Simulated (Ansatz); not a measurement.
Input file of a DFT run on ZrO2 with Ansatz:

```yaml
crystal:
  lattice:
    - [0.0, 2.5434207568, 2.5434207568]
    - [2.5434207568, 0.0, 2.5434207568]
    - [2.5434207568, 2.5434207568, 0.0]
  atoms:
    - { symbol: Zr, position: [0.0, 0.0, 0.0] }
    - { symbol: O, position: [0.25, 0.25, 0.25] }
    - { symbol: O, position: [0.75, 0.75, 0.75] }
basis:
  ecutwfc: 420
  ecutrho_ratio: 4
kpoints:
  mp_grid: { grid: [12, 12, 12] }
hamiltonian:
  xc: pbe
scf:
  occupations: { method: gaussian, width: 0.05 }
output:
  forces: true
  stress: true
  eigenvalues: true
```

Launched as:
```sh
ansatz run input.yaml --threads 2 --pin off --max-ram 2662MiB --backend cpu --events-out ev --progress --plain --runs-dir out
```

The start was a prototype's sites filled with these elements; the Crystallography Open Database holds the compound in this structure.

Predict the main results.

Pressure 4.2 GPa, gap on the mesh 3.37 eV (PBE, scalar-relativistic).

The output:

```
Pseudopotentials: kind: paw
Pseudopotential: Zr, paw, valence charge 12, recommended cutoff 420 eV (normal), Zr.paw.azcp
Pseudopotential: O, paw, valence charge 6, recommended cutoff 420 eV (normal), O.paw.azcp
Crystal: 3 atoms, lattice volume = 32.907 Å³
Basis set: ecut = 420 eV, 645 PW (Γ), exchange–correlation on 50×50×50 points (8 copies of the dense FFT grid, shifted against one another)
Bands: 16, of which v1, the nominal top of the filled ones, is band 12 counted from 1 (11 counted from 0)
Symmetry: 48 space group operations
Space group: Fm-3m (ITA 225), of the structure as read, at distance tolerance 3.2e-5 Å
k-points: 72 of 1728
Initial density: superposition of atomic densities (neutral atoms: chi_scale 0, normalization atom), corrected by the library's trained network
Initial wavefunctions: pseudopotential atomic-orbital guess
Functional: x = pbe(κ = 0.804, μ = 0.21951), c = pbe(β = 0.06672)
```

SCF trace (energy estimate counted from the last row):
```
iteration  ΔE (eV)  density residual (eV)
        1  5.1e-05                1.09e-3
        2  5.8e-05                6.02e-4
        3  1.7e-04                1.77e-5
        4  7.0e-06                1.44e-6
        5    0.000                1.89e-8
        6    0.000                1.39e-9
```

```
SCF 1 converged in 6 iterations: F = -5323.813012 eV  dr2 = 1.39e-9
SCF converged after 6 iterations
Free energy (F): -5323.813012 eV
E sigma→0 (E₀):  -5323.813012 eV
Fermi energy:    13.865324 eV
--- Per-component energies (eV) ---
  E_band       = -60.111070
  E_kinetic    = 688.167724
  E_local      = -1138.589055  (includes V_loc(G=0)·N_el)
  E_nonlocal   = 171.157391
  E_hartree    = 376.129094
  E_xc         = -312.176260
  E_vxc        = -383.134600  (∫ρ·V_xc dr)
  E_paw        = -3268.866550  (= ΣΔE_a)
  E_vpaw       = -149.974786  (= ΣTr[D̂ρ^β])
  E_aug_tail   = 0.005025  (compensation charges beyond the density's cutoff)
  E_ewald      = -1839.640381
  E_smearing   =  0.000000  (= −TS)
--- Forces (eV/Å), atoms counted from 1 ---
  atom   1  Zr     0.00000000     0.00000000     0.00000000
  atom   2  O      0.00000000     0.00000000     0.00000000
  atom   3  O      0.00000000     0.00000000     0.00000000
--- Stress (GPa, compression-positive) ---
        4.181597       0.000000       0.000000
        0.000000       4.181597       0.000000
        0.000000       0.000000       4.181597
  P = ⅓ Tr σ = 4.1816 GPa (41.816 kbar)
```

Cost: 1.5 s on 2 threads of Arm Neoverse V1, on a shared host, peak memory 0.3 GiB.

Kohn–Sham gaps of semilocal functionals lie under measured ones, often by a third or more.
